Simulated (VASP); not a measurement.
A run of VASP 6.6.1 is set up as follows.

Contents of INCAR:

```
SYSTEM = HgTe
PREC = Accurate
ENCUT = 600
EDIFF = 1E-7
ISMEAR = 0
SIGMA = 0.03
LREAL = .False.
LASPH = .True.
NELM = 80
ALGO = Normal
ISIF = 3
LWAVE = .False.
LCHARG = .False.
METAGGA = R2SCAN
LMIXTAU = .True.
IBRION = 2
NSW = 90
EDIFFG = -0.005
```

Contents of KPOINTS:

```
regular mesh
0
Gamma
  10 10 10
  0 0 0
```

The input POSCAR:

```
HgTe                                    
1.0
    0.0000000000      3.2883500024      3.2883500024
    3.2883500024     -0.0000000000      3.2883500024
    3.2883500024      3.2883500024      0.0000000000
  Hg              Te            
     1     1
Direct
     0.0000000000000000    0.0000000000000000    0.0000000000000000
     0.2500000000000000    0.2500000000000000    0.2500000000000000
```

Potentials or basis: VASP PAW PBE potentials, release 64 (Hg, Te).

Run with:

```console
$ cat potpaw_PBE.64/Hg/POTCAR potpaw_PBE.64/Te/POTCAR > POTCAR
$ mpirun -np 1 vasp_std > vasp.out
```

Predict the band gap on the k mesh.

none (metal or under the smearing width).

Final structure:
```yaml
crystal:
  lattice:
    - [0.00000, 3.28835, 3.28835]
    - [3.28835, 0.00000, 3.28835]
    - [3.28835, 3.28835, 0.00000]
  atoms:
    - { symbol: Hg, position: [0.00000, 0.00000, 0.00000] }
    - { symbol: Te, position: [0.25000, 0.25000, 0.25000] }
```

Caveat: the relaxation stopped at its first step, so nothing moved. Spin-orbit coupling is left out, which matters for the levels of Hg, Te.
